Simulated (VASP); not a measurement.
Runs of VASP 6.6.1 on GaP. The structure is cubic, space group F-43m (No. 216). Conventional cell: a = 5.451 Å, b = 5.451 Å, c = 5.451 Å, α = 90.00°, β = 90.00°, γ = 90.00°. Ga (site symmetry -43m) is surrounded by 4 P at 2.36 Å. P (site symmetry -43m) has 4 Ga at 2.36 Å as nearest neighbours. 

| task | level | potentials or basis | cell | k mesh | cutoff (eV) | by perturbation theory | mesh quality | gap on the mesh (eV) | pressure (GPa) | relaxed volume (Å³/atom) |
| --- | --- | --- | --- | --- | --- | --- | --- | --- | --- | --- |
| relaxation of the atoms | r2SCAN | VASP PAW PBE potentials, release 64 (Ga_d, P) | atoms relaxed | 8 × 8 × 8 | 600 | - | not flagged | (b) | 0.0 | - |
| relaxation of cell and atoms | AM05 | VASP PAW PBE potentials, release 64 (Ga_d, P) | relaxed | 8 × 8 × 8 | 600 | - | not flagged | (a) | 0.0 | (c) |
| relaxation of cell and atoms | PBE | VASP PAW PBE potentials, release 64 (Ga, P) | relaxed | 4 × 4 × 4 | 300 | - | coarse | 1.48 | 0.0 | (d) |
| relaxation of cell and atoms | LDA | VASP PAW LDA potentials, release 64 (Ga_d, P) | relaxed | 8 × 8 × 8 | 600 | - | not flagged | 1.43 | -0.1 | 19.61 |
| single point | LDA | VASP PAW LDA potentials, release 64 (Ga_d, P) | as given | 6 × 6 × 6 | 520 | - | not flagged | 1.49 | -2.7 | - |
| relaxation of cell and atoms | PBE+D3(BJ) | VASP PAW PBE potentials, release 64 (Ga_d, P) | relaxed | 8 × 8 × 8 | 600 | - | not flagged | 1.64 | 0.0 | 20.18 |
| relaxation of cell and atoms | PBE | VASP PAW PBE potentials, release 64 (Ga_d, P) | relaxed | 8 × 8 × 8 | 600 | - | not flagged | 1.58 | 0.1 | 20.86 |
| relaxation of cell and atoms | PBEsol | VASP PAW PBE potentials, release 64 (Ga_d, P) | relaxed | 8 × 8 × 8 | 600 | - | not flagged | 1.50 | 0.0 | 20.09 |
| single point | PBE | VASP PAW PBE potentials, release 64 (Ga_d, P) | as given | 6 × 6 × 6 | 520 | - | not flagged | 1.65 | 2.5 | - |

Alike in all rows: no spin polarisation; smearing gaussian 0.03 eV.

**Question.** Estimate the missing entries.

**Answer.** (a) 1.59; (b) 1.90; (c) 20.14; (d) 21.24.

Caveats: some runs use coarse meshes; the PAW data sets were made with another functional, which shifts forces and pressure a little (some runs); the cutoff is under 1.25 times the usual one of these potentials, so pressure, stress and relaxed cells hold a basis-set (Pulay) error (some runs).

A k mesh can miss the band edges, and the runs leave out spin-orbit coupling on Ga.

Not every run made on this cell is shown here.
